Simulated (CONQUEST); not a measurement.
# SnSe (Fm-3m) in CONQUEST: single point with LDA

Aim: the single point of SnSe with LDA.

Everything below comes from runs of CONQUEST 1.3. Logs are shortened: lines on timing, memory, paths and dates and some standing lists are left out, and cuts for length are marked.

**1. The structure**

It takes space group Fm-3m (No. 225, cubic). The conventional cell has a = 6.020 Å, b = 6.020 Å, c = 6.020 Å, α = 90.00°, β = 90.00°, γ = 90.00°. Around Sn (site symmetry m-3m) lie 6 Se at 3.01 Å. Around Se (site symmetry m-3m) lie 6 Sn at 3.01 Å.

Measurements of this composition are mostly on another form, of space group No. 62.

**2. Single point, LDA**

Conquest_input

```
IO.Title SnSe
IO.Coordinates coords.dat
IO.FractionalAtomicCoords T
IO.Iprint 2
IO.Iprint_init 1
General.NumberOfSpecies 2
General.PseudopotentialType hamann
AtomMove.TypeOfRun static
AtomMove.FullStress T
Grid.GridCutoff 120
DM.SolutionMethod diagon
Diag.MPMesh T
Diag.GammaCentred T
Diag.MPMeshX 5
Diag.MPMeshY 5
Diag.MPMeshZ 4
Diag.kT 0.00367493
minE.SCTolerance 1e-6
Basis.MultisiteSF T
Multisite.LFD T
Multisite.Smear T
SC.MaxIters 100
IO.AtomChargeOutput T
%block ChemicalSpeciesLabel
1 118.710 Sn
2 78.960 Se
%endblock
%block Sn
Atom.NumberOfSupports 9
Atom.MultisiteRange 6.5
Atom.LFDRange 6.5
%endblock
%block Se
Atom.NumberOfSupports 9
Atom.MultisiteRange 6.5
Atom.LFDRange 6.5
%endblock
```

coords.dat

```
    8.0441537075     0.0000000000     0.0000000000
    0.0000000000     8.0441537075     0.0000000000
    0.0000000000     0.0000000000    11.3761512702
4
  0.0000000000   0.0000000000   0.0000000000 1 T T T
  0.5000000000   0.5000000000   0.5000000000 1 T T T
  0.0000000000   0.0000000000   0.5000000000 2 T T T
  0.5000000000   0.5000000000   0.0000000000 2 T T T
```

Potentials or basis: PseudoDojo NC LDA, DZP, multi-site functions of range 6.5 bohr, grid cutoff 120 Ha.

Launch:

```console
$ Conquest
```

What it wrote:

```text
Simulation cell dimensions:     8.0442 a0 x     8.0442 a0 x    11.3762 a0

      Atomic coordinates (a0)
         Atom         X         Y         Z  Species
            1    0.0000    0.0000    0.0000        1
            2    4.0221    4.0221    5.6881        1
            3    0.0000    0.0000    5.6881        2
            4    4.0221    4.0221    0.0000        2

         Monkhorst-Pack mesh:   5 x   5 x   4 gamma-centred
        This calculation includes non-local pseudopotentials,
         with a maximum core radius of      7.49378415

    Job title: SnSe
    Job to be run: static calculation

    Ground state search:
      Support functions represented with PAO basis
      Multi-site SFs used with local filter diagonalisation
      Non-spin-polarised electrons
      Solving for the K matrix using diagonalisation
      Using Fermi-Dirac smearing

    Integration grid size:     40 x   40 x   60

    Integration grid spacing:  0.201 a0 x 0.201 a0 x 0.190 a0

    Number of species:  2
    --------------------------------------------------------
    |   #  mass (au)  Charge (e)  SF Rad (a0)  NSF  Label  |
    --------------------------------------------------------
    |   1    118.710      14.000       13.994    9  Sn     |
    |   2     78.960      16.000       12.866    9  Se     |
    --------------------------------------------------------

          PAOs are contracted to multi-site support functions
          SCF tolerance:                 0.00000100
          SCF iterations:               100

    LibXC version:  6. 2. 2
    Using the LDA functional Slater exchange
    Using the LDA functional Perdew & Wang

           radial cut-off to be used is taken to be max PAO cut-off radius for this species:    7.493784

           greatest ang. mom. for making density from PAOs:  2

           radial cut-off to be used is taken to be max PAO cut-off radius for this species:    6.366323

           greatest ang. mom. for making density from PAOs:  2
    Minimum blocs/proc is     1500. Maximum blocs/proc is     1500
    set_atom_dens: In set_atomic_density, electrons :      60.000000000000
 matrix_size & matrix_size_padH =           36          36
    Init_SFcoeff: Time for making initial multi-site SF coeffficients:          19.84696700 ms

    Screened ion int: energy:    -303.078802529529 Ha

    new_SC_potl: Starting.  Tolerance:  0.10000E-05

    PulayMixSC: Starting Pulay mixing, A_up =  0.500 A_dn =  0.500
    PulayMixSC: Spin non-polarised calculation.
    Init_SFcoeff: Time for making initial multi-site SF coeffficients:          19.95487700 ms
          Harris-Foulkes Energy            :      -399.540991544179406 Ha
          GroundState Energy (E-(1/2)TS)   :      -399.541030341489886 Ha
          Free Energy (E-TS)               :      -399.541069138800367 Ha
          DFT Total Energy                 :      -399.498122259916727 Ha
          Total number of electrons        :        59.999999999998366
    PulayMixSC: Pulay iteration     1 residual:              0.11804E-02
    Init_SFcoeff: Time for making initial multi-site SF coeffficients:          20.04766400 ms
          Harris-Foulkes Energy            :      -399.526121645876856 Ha
          GroundState Energy (E-(1/2)TS)   :      -399.526216980411391 Ha
          Free Energy (E-TS)               :      -399.526312314945926 Ha
          DFT Total Energy                 :      -399.522315667829503 Ha
          Total number of electrons        :        60.000020541412958
    PulayMixSC: Pulay iteration     2 residual:              0.43499E-03
    Init_SFcoeff: Time for making initial multi-site SF coeffficients:          20.16768900 ms
          Harris-Foulkes Energy            :      -399.523851302458638 Ha
          GroundState Energy (E-(1/2)TS)   :      -399.523922436799864 Ha
          Free Energy (E-TS)               :      -399.523993571141091 Ha
          DFT Total Energy                 :      -399.523591569369501 Ha
          Total number of electrons        :        60.000031689179515
    PulayMixSC: Pulay iteration     3 residual:              0.15191E-03
    Init_SFcoeff: Time for making initial multi-site SF coeffficients:          19.82475500 ms
          Harris-Foulkes Energy            :      -399.523887595791280 Ha
          GroundState Energy (E-(1/2)TS)   :      -399.523960302272656 Ha
          Free Energy (E-TS)               :      -399.524033008753975 Ha
          DFT Total Energy                 :      -399.523883228035686 Ha
          Total number of electrons        :        60.000042791536366
    PulayMixSC: Pulay iteration     4 residual:              0.26247E-04
    Init_SFcoeff: Time for making initial multi-site SF coeffficients:          20.09977100 ms
          Harris-Foulkes Energy            :      -399.523858079709612 Ha
          GroundState Energy (E-(1/2)TS)   :      -399.523930537800823 Ha
          Free Energy (E-TS)               :      -399.524002995892033 Ha
          DFT Total Energy                 :      -399.523857894218054 Ha
          Total number of electrons        :        60.000044316267207
    PulayMixSC: Pulay iteration     5 residual:              0.36606E-05
    Init_SFcoeff: Time for making initial multi-site SF coeffficients:          19.85091600 ms
          Harris-Foulkes Energy            :      -399.523865866859012 Ha
          GroundState Energy (E-(1/2)TS)   :      -399.523938574006422 Ha
          Free Energy (E-TS)               :      -399.524011281153889 Ha
          DFT Total Energy                 :      -399.523865788899514 Ha
          Total number of electrons        :        60.000046279202195
    PulayMixSC: Pulay iteration     6 residual:              0.17682E-05
    Init_SFcoeff: Time for making initial multi-site SF coeffficients:          20.21363300 ms
          Harris-Foulkes Energy            :      -399.523862376625914 Ha
          GroundState Energy (E-(1/2)TS)   :      -399.523934985336098 Ha
          Free Energy (E-TS)               :      -399.524007594046282 Ha
          DFT Total Energy                 :      -399.523862376621537 Ha
          Total number of electrons        :        60.000046654683885
    PulayMixSC: Pulay iteration     7 residual:              0.21080E-07
    PulayMixSC: Reached SCF tolerance of  0.21080E-07 after      7 iterations
      | Number of electrons      =        60.000047
      |* band energy as 2Tr[K.H] =       -64.976498050739039 Ha
      |  screened ion-ion energy =      -303.078802529528957 Ha
      |  Ha correction           =         0.687729995850549 Ha
      |  XC correction           =       -32.156291695793776 Ha
      | GS Energy as E-(1/2)TS   =      -399.523934985336098 Ha
      | Free Energy as E-TS      =      -399.524007594046282 Ha
      |* Harris-Foulkes energy   =      -399.523862376625914 Ha
      |* DFT total energy        =      -399.523862376621537 Ha
      |  estimated accuracy      =        -0.000000000004377 Ha

    force: Forces on atoms (Ha/a0)
    force:  Atom   X              Y              Z
    force:     1   0.0000000000  -0.0000000000   0.0000000000
    force:     2   0.0000000000   0.0000000000   0.0000000000
    force:     3   0.0000000000   0.0000000000   0.0000000000
    force:     4   0.0000000000   0.0000000000   0.0000000000

    force: Maximum force :        0.00000000(Ha/a0) on atom         1 in z direction
    force: Force Residual:        0.00000000 Ha/a0
    force: Total stress:          0.76278610     0.00000000     0.00000000 GPa
                             0.00000000     0.76278610    -0.00000000
                            -0.00000000    -0.00000000     0.03228373
    force: Average pressure:     -0.51928531 GPa

    force: Finished force
    get_E_and_F: Change in energy during last step of electronic optimisation:  0.34902E-05

    BIBLIOGRAPHY: Please consider citing the following references in the conquest.bib file

    CONQUEST:         Bowler2002pt, Miyazaki2004, Nakata2020
    Basis:            Bowler2019, Nakata2014, Nakata2015
    DM:               Bowler:2006xr
    Pseudopotentials: Hamann2013, Bowler2019
    XC references from LibXC:
      P. A. M. Dirac.,  Math. Proc. Cambridge Philos. Soc. 26, 376 (1930)
```

It took 33 s on 1 thread of Intel Xeon 6975P-C (Granite Rapids), shared host; peak memory 0.66 GiB.

What came out:

- Free energy: -10871.6021 eV
- Pressure: -0.5 GPa
- Mulliken charges: Sn +0.73; Se -0.73 e

Caveat: Mulliken charges move with the basis; this odd mesh misses L, where the gap lies, so gap, dielectric constants and Born charges aren't listed; multi-site functions contract the basis, which raises the energy a little and makes forces and stress less exact; the basis of atomic orbitals isn't converged, which shifts pressures, moduli and gaps; the real-space grid breaks the cell's symmetry a little.

**3. The reference run**

An earlier run on the cell as given: functional PBE; potentials or basis PseudoDojo NC PBE, DZP, grid cutoff 120 Ha; k mesh 6 × 6 × 5; occupations fermi-dirac, width 0.05 eV; no spin polarisation.

* Pressure: 1.9 GPa
* Mulliken charges: Sn +0.47; Se -0.47 e
